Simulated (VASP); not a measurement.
CoSi, 8 atoms in the cell. The structure is cubic, space group P2_13 (No. 198). Conventional cell: a = 4.438 Å, b = 4.438 Å, c = 4.438 Å, α = 90.00°, β = 90.00°, γ = 90.00°. Co (site symmetry 3) is surrounded by 7 Si at 2.28 to 2.47 Å. Around Si (site symmetry 3) lie 7 Co at 2.28 to 2.47 Å. 

```yaml
Program: VASP 6.6.1
Task: relaxation of cell and atoms
Functional: optB86b-vdW
Potentials_or_basis: VASP PAW PBE potentials, release 64 (Co, Si)
Cutoff: 600 eV
k_mesh: 6 × 6 × 6
Occupations: fermi-dirac, width 0.05 eV
Spin: collinear spin, ferromagnetic start
Starting_moments: "[2.0, 2.0, 2.0, 2.0, 0.0, 0.0, 0.0, 0.0] μB"
Further_INCAR_settings: ALGO = Normal; EDIFF = 1e-06; IBRION = 2; EDIFFG = -0.005; NSW = 60; ISIF = 3
```

Potentials or basis: VASP PAW PBE potentials, release 64 (Co, Si).

Run with:

```sh
$ cat potpaw_PBE.64/Co/POTCAR potpaw_PBE.64/Si/POTCAR > POTCAR
$ mpirun -np 1 vasp_std > vasp.out
```

Hardware: 1 thread of AMD EPYC 9R45 96-Core Processor (Zen 5), with other jobs on the host.

Question: Estimate the wall time of this run.

Answer: It took 18 min on 1 thread of AMD EPYC 9R45 96-Core Processor (Zen 5), with other jobs on the host, peak memory 0.57 GiB. Counts: scf iterations 99, k points 24, ion steps 16.
